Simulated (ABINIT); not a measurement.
# ZnSe (Stilleite): one start, several treatments of the self-energy

How much does the gap of ZnSe (Stilleite) depend on the approximation to the self-energy?

Method: PBE and many-body steps on it, plane waves, in ABINIT 10.8.3.

**Experimental background.**

- Gap 2.695 ± 0.003 eV: excitonic gap from free-exciton PL, not corrected for exciton binding; photoluminescence; 300 K; bulk crystal (Bridgman-grown crystal, polished and etched) (“Alloy Disordering Effects on the Thermal Conductivity and Energy Gap Temperature Dependence of Cd1−xZnxSe Ternary Crystals Grown by the Bridgman Method”, 2023, pmc:10253836).

### 1. Starting point

The structure is cubic, space group F-43m (No. 216). Conventional cell: a = 5.668 Å, b = 5.668 Å, c = 5.668 Å, α = 90.00°, β = 90.00°, γ = 90.00°. Nearest to Zn lie 4 Se at 2.45 Å. Nearest to Se lie 4 Zn at 2.45 Å. Farther neighbours and most contacts between anions are not listed.

The cell and positions come from the Crystallography Open Database and are kept as given unless a step says otherwise.

### 2. Empty states on the mesh, 4×4×4 mesh, 165 bands

This step: ABINIT 10.8.3; DFT, PBE, plane waves, norm-conserving pseudopotentials.

The sums over transitions need many empty states on a uniform mesh; this step solves for them.

The input, run.abi:

```
acell 3*1.0 Angstrom
rprim 
  -0.000000000000 2.833800000000 2.833800000000
  2.833800000000 -0.000000000000 2.833800000000
  2.833800000000 2.833800000000 0.000000000000
ntypat 2
znucl 30 34
natom 2
typat 1 2
xred 
  0.000000000000 0.000000000000 0.000000000000
  0.250000000000 0.250000000000 0.250000000000
pp_dirpath "pseudos"
pseudos "Zn.upf, Se.upf"
ecut 48
ngkpt 4 4 4
nshiftk 1
shiftk 0 0 0
kptopt 1
chksymbreak 0
irdden 1
istwfk *1
nband 165
prtvol 0
optdriver 6
gwr_task "HDIAGO"
paral_kgb 0
occopt 1
indata_prefix "in"
outdata_prefix "out"
tmpdata_prefix "tmp"
```

Launch:

```console
OMP_NUM_THREADS=1 mpirun -n 8 abinit run.abi > log
```

Log:

```text
.Version 10.8.3 of ABINIT. v10.8.2 released Aug 2026.

 Symmetries : space group F-4 3 m (#216); Bravais cF (face-center cubic)
[... echo of the input left out ...]
== DATASET  1 ==================================================================
-   mpi_nproc: 8, omp_nthreads: 1 (-1 if OMP is not activated)

--- !DatasetInfo
iteration_state: {dtset: 1, }
dimensions: {natom: 2, nkpt: 8, mband: 165, nsppol: 1, nspinor: 1, nspden: 1, mpw: 4910, }
cutoff_energies: {ecut:  48.0, pawecutdg:  -1.0, }
[...]
Direct band gap semiconductor
 Fundamental gap:     1.289 (eV)
   VBM:     4.164 (eV) at k: [ 0.0000E+00,  0.0000E+00,  0.0000E+00]
   CBM:     5.453 (eV) at k: [ 0.0000E+00,  0.0000E+00,  0.0000E+00]
 Direct gap:         1.289 (eV) at k: [ 0.0000E+00,  0.0000E+00,  0.0000E+00]

== END DATASET(S) ==============================================================
================================================================================

 -outvars: echo values of variables after computation  --------
           etotal      0.0000000000E+00
            nband         165
             nkpt           8
          spgroup         216
 [... the other variables as echoed above ...]

 Calculation completed.
```

It took 90 s on 8 MPI ranks of Arm Neoverse V2, shared host; peak memory 11 GiB.

Numbers from this step:

```yaml
gap: 1.289 eV
k_of_the_valence_top: 0, 0, 0
k_of_the_conduction_bottom: 0, 0, 0
least_direct_gap: 1.289 eV
k_points_computed: 8
lowest_point_of_the_top_converged_band_above_the_valence_top: 110.2710 eV
```

On this mesh the gap is 1.289 eV.

The density comes from a self-consistent run that is not shown.

### 3. Screening, 4×4×4 mesh, 157 bands, screening to 190.5 eV

The RPA dielectric matrix is built and inverted for each q.

This step: RPA screening on PBE, plane waves, norm-conserving pseudopotentials.

run.abi: that of step 2 with these lines changed.

```diff
@@ -20,10 +20,11 @@
 chksymbreak 0
-irdden 1
 istwfk *1
-nband 165
-prtvol 0
-optdriver 6
-gwr_task "HDIAGO"
-paral_kgb 0
 occopt 1
+irdwfk 1
+optdriver 3
+nband 157
+ecuteps 7
+inclvkb 2
+awtr 1
+symchi 1
 indata_prefix "in"
```

Log:

```text
.Version 10.8.3 of ABINIT. v10.8.2 released Aug 2026.

 Symmetries : space group F-4 3 m (#216); Bravais cF (face-center cubic)
[... echo of the input left out ...]
== DATASET  1 ==================================================================
-   mpi_nproc: 8, omp_nthreads: 1 (-1 if OMP is not activated)

--- !DatasetInfo
iteration_state: {dtset: 1, }
dimensions: {natom: 2, nkpt: 8, mband: 157, nsppol: 1, nspinor: 1, nspden: 1, mpw: 4910, }
cutoff_energies: {ecut:  48.0, pawecutdg:  -1.0, }
electrons: {nelect:   4.40000000E+01, charge:   0.00000000E+00, occopt:   1.00000000E+00, tsmear:   1.00000000E-02, }

 SCREENING: Calculation of the susceptibility and dielectric matrices

 Based on a program developped by R.W. Godby, V. Olevano, G. Onida, and L. Reining.
 Incorporated in ABINIT by V. Olevano, G.-M. Rignanese, and M. Torrent.
.Using double precision arithmetic ; gwpc =  8

[... cell and pseudopotentials left out ...]
--------------------------------------------------------------------------------

 ==== K-mesh for the wavefunctions ====
 Number of points in the irreducible wedge :     8
[... list of points left out ...]
 Together with 24 symmetry operations and time-reversal symmetry
 yields    64 points in the full Brillouin Zone.

 ==== Q-mesh for the screening function ====
 Number of points in the irreducible wedge :     8
[... list of points left out ...]
 Together with 24 symmetry operations and time-reversal symmetry
 yields    64 points in the full Brillouin Zone.

 setmesh: FFT mesh size selected  =    36x   36x   36
          total number of points  =        46656

 vcoul_init : cutoff-mode = AUXILIARY_FUNCTION
 q-points for optical limit:   1
     1)      0.000010    0.000020    0.000030

- screening: taking advantage of time-reversal symmetry
- Maximum band index for partially occupied states nbvw = 22
- Remaining bands to be divided among processors   nbcw = 135
- Number of bands treated by each node ~16

 Number of electrons calculated from density =   44.0000; Expected =   44.0000
 average of density, n =  0.143258
 r_s =    1.1856
 omega_plasma =   36.5103 [eV]

 calculating chi0 at frequencies [eV] :
  1    0.000000E+00    0.000000E+00
  2    0.000000E+00    3.651025E+01

--------------------------------------------------------------------------------
  q-point number  1        q = ( 0.000000, 0.000000, 0.000000) [r.l.u.]
--------------------------------------------------------------------------------
[... chi0 elements left out ...]
 For q-point:  0.000010 0.000020 0.000030
  dielectric constant =  13.5356
  dielectric constant without local fields =  14.4796

  Average fulfillment of the sum rule on Im[epsilon] for q-point    1 :     44.32  [%]
[... wings left out ...]
  q-point number  2        q = ( 0.250000, 0.000000, 0.000000) [r.l.u.]
--------------------------------------------------------------------------------
[... chi0 elements left out ...]
  Average fulfillment of the sum rule on Im[epsilon] for q-point    2 :     51.65  [%]

 [... 6 further q-points ...]
```

Elapsed: 67 s, on 8 MPI ranks; peak memory 2.7 GiB.

Numbers from this step:

```yaml
eps_infinity_with_local_fields_on_this_mesh_along_the_program_s_q_direction: 13.54
the_same_without_local_fields: 14.48
plasma_frequency: 36.51 eV
plane_waves_in_the_screening_matrix: 283
```

Local fields lower ε∞ by 7 %. On a Γ-centred mesh this coarse the value itself is usually too large, while a short band sum pulls it down.

### 4. G0W0, Godby-Needs plasmon pole

The self-energy is evaluated for the states that the input lists, and the levels follow from it, in one-shot runs by the linearised quasiparticle equation.

This step: G0W0 on PBE, plane waves, norm-conserving pseudopotentials.

run.abi: that of step 3 with these lines changed.

```diff
@@ -23,8 +23,15 @@
 irdwfk 1
-optdriver 3
+optdriver 4
 nband 157
+gwcalctyp 0
+ecutsigx 48
+symsigma 1
+nkptgw 1
+kptgw 
+  0.0000000000 0.0000000000 0.0000000000
+bdgw 
+  20 26
 ecuteps 7
-inclvkb 2
-awtr 1
-symchi 1
+irdscr 1
+ppmodel 1
 indata_prefix "in"
```

Log:

```text
.Version 10.8.3 of ABINIT. v10.8.2 released Aug 2026.

 Symmetries : space group F-4 3 m (#216); Bravais cF (face-center cubic)
[... echo of the input left out ...]
== DATASET  1 ==================================================================
-   mpi_nproc: 8, omp_nthreads: 1 (-1 if OMP is not activated)

--- !DatasetInfo
iteration_state: {dtset: 1, }
dimensions: {natom: 2, nkpt: 8, mband: 157, nsppol: 1, nspinor: 1, nspden: 1, mpw: 4910, }
cutoff_energies: {ecut:  48.0, pawecutdg:  -1.0, }
electrons: {nelect:   4.40000000E+01, charge:   0.00000000E+00, occopt:   1.00000000E+00, tsmear:   1.00000000E-02, }

 SIGMA: Calculation of the GW corrections

 Based on a program developped by R.W. Godby, V. Olevano, G. Onida, and L. Reining.
 Incorporated in ABINIT by V. Olevano, G.-M. Rignanese, and M. Torrent.
.Using double precision arithmetic ; gwpc =  8

[... cell and pseudopotentials left out ...]
--------------------------------------------------------------------------------

 ==== K-mesh for the wavefunctions ====
 Number of points in the irreducible wedge :     8
[... list of points left out ...]
 Together with 24 symmetry operations and time-reversal symmetry
 yields    64 points in the full Brillouin Zone.

 ==== Q-mesh for screening function ====
 Number of points in the irreducible wedge :     8
[... list of points left out ...]
 Together with 24 symmetry operations and time-reversal symmetry
 yields    64 points in the full Brillouin Zone.

 vcoul_init : cutoff-mode = AUXILIARY_FUNCTION
 q-points for optical limit:   1
     1)      0.000010    0.000020    0.000030
 setmesh: FFT mesh size selected  =    48x   48x   48
          total number of points  =       110592

 Number of electrons calculated from density =   44.0000; Expected =   44.0000
 average of density, n =  0.143258
 r_s =    1.1856
 omega_plasma =   36.5103 [eV]

 === KS Band Gaps ===
  >>>> For spin  1
   Minimum direct gap =   1.2885 [eV], located at k-point      :   0.0000  0.0000  0.0000
   Fundamental gap    =   1.2885 [eV], Top of valence bands at :   0.0000  0.0000  0.0000
                                       Bottom of conduction at :   0.0000  0.0000  0.0000
 SIGMA fundamental parameters:
 PLASMON POLE MODEL  1
 number of plane-waves for SigmaX                 4909
 number of plane-waves for SigmaC and W            283
 number of plane-waves for wavefunctions          4909
 number of bands                                   157
 number of independent spin polarizations            1
 number of spinorial components                      1
 number of k-points in IBZ                           8
 number of q-points in IBZ                           8
 number of symmetry operations                      24
 number of k-points in BZ                           64
 number of q-points in BZ                           64
 number of frequencies for dSigma/dE                 9
 frequency step for dSigma/dE [eV]                0.25
 number of omega for Sigma on real axis              0
 max omega for Sigma on real axis  [eV]           0.00
 zcut for avoiding poles [eV]                     0.10

 EPSILON^-1 parameters (SCR file):
 dimension of the eps^-1 matrix on file            283
 dimension of the eps^-1 matrix used               283
 number of plane-waves for wavefunctions          4909
 number of bands                                   157
 number of q-points in IBZ                           8
 number of frequencies                               2
 number of real frequencies                          1
 number of imag frequencies                          1

 matrix elements of self-energy operator (all in [eV])

 Perturbative Calculation

--- !SelfEnergy_ee
iteration_state: {dtset: 1, }
kpoint     : [   0.000,    0.000,    0.000, ]
spin       : 1
KS_gap     :    1.289
QP_gap     :    2.009
Delta_QP_KS:    0.720
data: !SigmaeeData |
     Band     E0 <VxcDFT>   SigX SigC(E0)      Z dSigC/dE  Sig(E)    E-E0       E
       20   4.164 -17.093 -19.827   1.925   0.801  -0.248 -17.741  -0.648   3.516
       21   4.164 -17.093 -19.827   1.925   0.801  -0.248 -17.741  -0.648   3.516
       22   4.164 -17.093 -19.827   1.925   0.801  -0.248 -17.741  -0.648   3.516
       23   5.453 -12.787  -8.817  -3.882   0.818  -0.223 -12.715   0.072   5.525
       24   9.979 -11.028  -6.246  -4.438   0.812  -0.232 -10.748   0.280  10.259
       25   9.979 -11.028  -6.246  -4.438   0.812  -0.232 -10.748   0.280  10.259
       26   9.979 -11.028  -6.246  -4.438   0.812  -0.232 -10.748   0.280  10.259

== END DATASET(S) ==============================================================
================================================================================

 -outvars: echo values of variables after computation  --------
           etotal      0.0000000000E+00
            nband         157
             nkpt           8
          spgroup         216
 [... the other variables as echoed above ...]

 Calculation completed.
```

Elapsed: 6.8 s, on 8 MPI ranks; peak memory 2 GiB.

Numbers from this step:

| Property | Result |
| --- | --- |
| G0W0 gap on the points computed | 2.009 eV |
| starting gap on the mesh | 1.289 eV |
| k of the valence top | 0, 0, 0 |
| k of the conduction bottom | 0, 0, 0 |
| Z at the valence top | 0.801 |
| Z at the conduction bottom | 0.818 |
| least direct G0W0 gap on the computed points | 2.009 eV |

The gap on the mesh goes from 1.29 eV to 2.01 eV, a correction of +0.72 eV.

### 5. G0W0, Hybertsen-Louie plasmon pole

run.abi: that of step 4 with these lines changed.

```diff
@@ -35,3 +35,3 @@
 irdscr 1
-ppmodel 1
+ppmodel 2
 indata_prefix "in"
```

Log:

```text
.Version 10.8.3 of ABINIT. v10.8.2 released Aug 2026.

 Symmetries : space group F-4 3 m (#216); Bravais cF (face-center cubic)
[... echo of the input left out ...]
== DATASET  1 ==================================================================
-   mpi_nproc: 8, omp_nthreads: 1 (-1 if OMP is not activated)

--- !DatasetInfo
iteration_state: {dtset: 1, }
dimensions: {natom: 2, nkpt: 8, mband: 157, nsppol: 1, nspinor: 1, nspden: 1, mpw: 4910, }
cutoff_energies: {ecut:  48.0, pawecutdg:  -1.0, }
electrons: {nelect:   4.40000000E+01, charge:   0.00000000E+00, occopt:   1.00000000E+00, tsmear:   1.00000000E-02, }

 SIGMA: Calculation of the GW corrections

 Based on a program developped by R.W. Godby, V. Olevano, G. Onida, and L. Reining.
 Incorporated in ABINIT by V. Olevano, G.-M. Rignanese, and M. Torrent.
.Using double precision arithmetic ; gwpc =  8

[... cell and pseudopotentials left out ...]
--------------------------------------------------------------------------------

 ==== K-mesh for the wavefunctions ====
 Number of points in the irreducible wedge :     8
[... list of points left out ...]
 Together with 24 symmetry operations and time-reversal symmetry
 yields    64 points in the full Brillouin Zone.

 ==== Q-mesh for screening function ====
 Number of points in the irreducible wedge :     8
[... list of points left out ...]
 Together with 24 symmetry operations and time-reversal symmetry
 yields    64 points in the full Brillouin Zone.

 vcoul_init : cutoff-mode = AUXILIARY_FUNCTION
 q-points for optical limit:   1
     1)      0.000010    0.000020    0.000030
 setmesh: FFT mesh size selected  =    48x   48x   48
          total number of points  =       110592

 Number of electrons calculated from density =   44.0000; Expected =   44.0000
[...]
number of q-points in BZ                           64
 number of frequencies for dSigma/dE                 9
 frequency step for dSigma/dE [eV]                0.25
 number of omega for Sigma on real axis              0
 max omega for Sigma on real axis  [eV]           0.00
 zcut for avoiding poles [eV]                     0.10

 EPSILON^-1 parameters (SCR file):
 dimension of the eps^-1 matrix on file            283
 dimension of the eps^-1 matrix used               283
 number of plane-waves for wavefunctions          4909
 number of bands                                   157
 number of q-points in IBZ                           8
 number of frequencies                               2
 number of real frequencies                          1
 number of imag frequencies                          1

 matrix elements of self-energy operator (all in [eV])

 Perturbative Calculation

--- !SelfEnergy_ee
iteration_state: {dtset: 1, }
kpoint     : [   0.000,    0.000,    0.000, ]
spin       : 1
KS_gap     :    1.289
QP_gap     :    2.028
Delta_QP_KS:    0.739
data: !SigmaeeData |
     Band     E0 <VxcDFT>   SigX SigC(E0)      Z dSigC/dE  Sig(E)    E-E0       E
       20   4.164 -17.093 -19.827   1.336   0.879  -0.138 -18.322  -1.229   2.935
       21   4.164 -17.093 -19.827   1.336   0.879  -0.138 -18.322  -1.229   2.935
       22   4.164 -17.093 -19.827   1.336   0.879  -0.138 -18.322  -1.229   2.935
       23   5.453 -12.787  -8.817  -4.523   0.886  -0.128 -13.277  -0.490   4.963
       24   9.979 -11.028  -6.246  -4.952   0.887  -0.128 -11.179  -0.151   9.828
       25   9.979 -11.028  -6.246  -4.952   0.887  -0.128 -11.179  -0.151   9.828
       26   9.979 -11.028  -6.246  -4.952   0.887  -0.128 -11.179  -0.151   9.828

== END DATASET(S) ==============================================================
================================================================================

 -outvars: echo values of variables after computation  --------
           etotal      0.0000000000E+00
            nband         157
             nkpt           8
          spgroup         216
 [... the other variables as echoed above ...]

 Calculation completed.
```

It took 6.7 s on 8 MPI ranks; peak memory 1.9 GiB; 52 s of CPU time.

Numbers from this step:

```
G0W0 gap on the points computed              : 2.028 eV
starting gap on the mesh                     : 1.289 eV
k of the valence top                         : 0, 0, 0
k of the conduction bottom                   : 0, 0, 0
Z at the valence top                         : 0.879
Z at the conduction bottom                   : 0.886
least direct G0W0 gap on the computed points : 2.028 eV
```

Against G0W0 in ABINIT (4×4×4 mesh, 157 bands, screening to 190.5 eV, Godby-Needs plasmon pole), the gap moves by +0.019 eV.

### 6. G0W0, von der Linden-Horsch plasmon pole

run.abi: that of step 5 with these lines changed.

```diff
@@ -35,3 +35,3 @@
 irdscr 1
-ppmodel 2
+ppmodel 3
 indata_prefix "in"
```

Log:

```text
.Version 10.8.3 of ABINIT. v10.8.2 released Aug 2026.

 Symmetries : space group F-4 3 m (#216); Bravais cF (face-center cubic)
[... echo of the input left out ...]
== DATASET  1 ==================================================================
-   mpi_nproc: 8, omp_nthreads: 1 (-1 if OMP is not activated)

--- !DatasetInfo
iteration_state: {dtset: 1, }
dimensions: {natom: 2, nkpt: 8, mband: 157, nsppol: 1, nspinor: 1, nspden: 1, mpw: 4910, }
cutoff_energies: {ecut:  48.0, pawecutdg:  -1.0, }
[...]
24   9.979 -11.028  -6.246  -5.095   0.903  -0.108 -11.311  -0.282   9.696
       25   9.979 -11.028  -6.246  -5.095   0.903  -0.108 -11.311  -0.282   9.696
       26   9.979 -11.028  -6.246  -5.095   0.903  -0.108 -11.311  -0.282   9.696

== END DATASET(S) ==============================================================
================================================================================

 -outvars: echo values of variables after computation  --------
           etotal      0.0000000000E+00
            nband         157
             nkpt           8
          spgroup         216
 [... the other variables as echoed above ...]

 Calculation completed.
```

The job ended after 5.3 s (8 MPI ranks; peak memory 1.3 GiB; 42 s of CPU time).

Numbers from this step:

* G0W0 gap on the points computed: 2.009 eV
* starting gap on the mesh: 1.289 eV
* k of the valence top: 0, 0, 0
* k of the conduction bottom: 0, 0, 0
* least direct G0W0 gap on the computed points: 2.009 eV

Against G0W0 in ABINIT (4×4×4 mesh, 157 bands, screening to 190.5 eV, Godby-Needs plasmon pole), the gap moves by +0.000 eV.

(Part 1 of 2 ends here.)

[Paths, hosts, dates, memory and timing lines, banners, echoed tables and standing remarks are left out of the program output.]

[Logs are printed without paths, hosts, clocks, repeated set-up lines and the standing remarks that a program may print on its own settings, such as how far it seeks lower states.]

[Runs of the session that timed out or met a known fault of the program may be left out.]

[Hosts, paths, dates, database ids (printed as entryN), source tags and the programs' standing remarks are cut or masked in the printed files.]

[G0W0 gaps are taken among the corrected bands and points alone; a level outside them can change the order at an edge.]

[Where Ansatz stands beside ABINIT at settings called matched, ABINIT's density can come from a denser mesh and the files from another edition; pairs whose starting gaps differed by over 0.03 eV were left out, so agreement reads better than it is.]
